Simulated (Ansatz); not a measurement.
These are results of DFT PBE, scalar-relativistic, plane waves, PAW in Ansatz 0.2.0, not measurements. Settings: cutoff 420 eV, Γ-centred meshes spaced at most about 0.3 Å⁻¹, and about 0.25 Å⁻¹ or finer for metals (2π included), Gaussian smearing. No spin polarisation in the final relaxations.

All energies are static (0 K, no zero-point motion).

Compare these two cells of Ga2O, each relaxed at this level.

A. Space group P4/mmm (No. 123), tetragonal, a = 3.853 Å, c = 3.780 Å. Around Ga on its first site lie 4 Ga at 2.72 Å; Ga on its second site has 2 O at 1.89 Å and 4 Ga at 2.72 Å; around O lie 2 Ga at 1.89 Å.

B. Space group P-6m2 (No. 187), hexagonal, a = 3.375 Å, c = 5.397 Å. Ga on its first site has 3 O at 1.95 Å and 12 Ga at 3.33–3.37 Å; Ga on its second site is surrounded by 12 Ga at 3.33–3.37 Å and 6 O at 3.33 Å; around O lie 3 Ga at 1.95 Å and 6 Ga at 3.33 Å.

Task: Which is lower in energy, and by how much?

Result: B is lower, by 184 meV/atom. A has space group P4/mmm (No. 123), 18.7 Å³/atom and no gap on its mesh; B has space group P-6m2 (No. 187), 17.7 Å³/atom and no gap. Counting O atoms around Ga (those within 1.25 times the shortest such distance or 1.15 times the sum of covalent radii; the shortest distance is added where it is long for a bond; a slash parts the counts of unlike sites), A has Ga 2/8 from 3.3 Å and B has Ga 3/6 from 3.3 Å. Both come from invented guesses. A third cell relaxed alike, in Fmmm, lies 126 meV/atom below the lower of the two.

Weakly bound directions are ill-defined at this level, which has no dispersion term (P-6m2), and this can change margins and order among such cells. Cells relaxed within their symmetry can be saddle points.

The preference for B by 184 meV/atom probably reflects its stronger Ga–O bonding: oxygen has three short gallium contacts at 1.95 Å, against two at 1.89 Å in A. The individual contacts are slightly longer, as expected when the bonding is shared among more neighbours, but the larger number favours the ionic and polar covalent contribution. A has much closer Ga–Ga contacts, at 2.72 Å, yet this metal–metal bonding evidently doesn't make up the difference.

In both cells only one of the two gallium sites binds oxygen closely, while the other sits in a largely metallic environment. The formula therefore shouldn't be read as uniformly monovalent gallium with a localised 4s lone pair. Overlap among the gallium s and p states plausibly accounts for the missing gap in both.

B is only the better of these two arrangements, since the Fmmm cell lies another 126 meV/atom lower. The comparison also leaves open whether any of them would resist disproportionation into gallium metal and Ga2O3, the usual fate of the solid suboxide.
